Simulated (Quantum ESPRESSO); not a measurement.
# Se under changes of volume

One of the cells (27.100 Å³/atom); the others are scaled copies at fixed shape and fractional positions:

```xyz
3
Lattice="4.3552 0.0000 0.0000 -2.1776 3.7717 0.0000 0.0000 0.0000 4.9494" Properties=species:S:1:pos:R:3 pbc="T T T"
Se    1.7050    2.9532    2.4747
Se   -0.4725    0.8185    4.1245
Se    0.9451    0.0000    0.8249
```

```yaml
Program: Quantum ESPRESSO 7.5
Functional: PBE
Potentials_or_basis: SSSP 1.3 efficiency PBE
Cutoff: 748 eV
Density_cutoff: 5987 eV
k_mesh: 7 × 7 × 6
Occupations: fermi-dirac, width 0.05 eV
Spin: no spin polarisation
```

```tsv
volume (Å³/atom)	energy over the lowest point (meV/atom)	pressure (GPa)	gap on the mesh (eV)	largest force (eV/Å)
25.474	117.07	10.5	1.22	1.992
26.016	84.70	8.7	1.20	1.694
26.558	58.17	7.0	1.18	1.417
27.100	36.92	5.5	1.16	1.158
27.642	20.43	4.2	1.14	0.916
28.184	?	?	?	?
28.726	0.00	1.9	1.10	0.480
```

Task: What does the run at 28.184 Å³/atom give?

Result: Energy over the lowest point 8.26 meV/atom; pressure 3.0 GPa; gap on the mesh 1.12 eV; largest force 0.691 eV/Å.

Worked out: A Birch-Murnaghan fit of order 3 (a polynomial in V^(-2/3)) to the other rows has no minimum within the range. It gives 8.26 meV/atom at 28.184 Å³/atom, against the run's 8.26, and -dE/dV = 3.0 GPa, against 3.0. A straight line through the other rows of the gap, of slope -0.999 eV per unit of ln V, gives 1.12 eV, against the run's 1.12.

Energies are extrapolated to zero smearing.

Caveats: an odd mesh through Γ misses points on the zone boundary, where band edges often lie; forces of over 1 eV/Å show positions far from the minimum, so gaps and moduli don't describe the material at rest (some runs). Spin-orbit coupling on Se is left out.
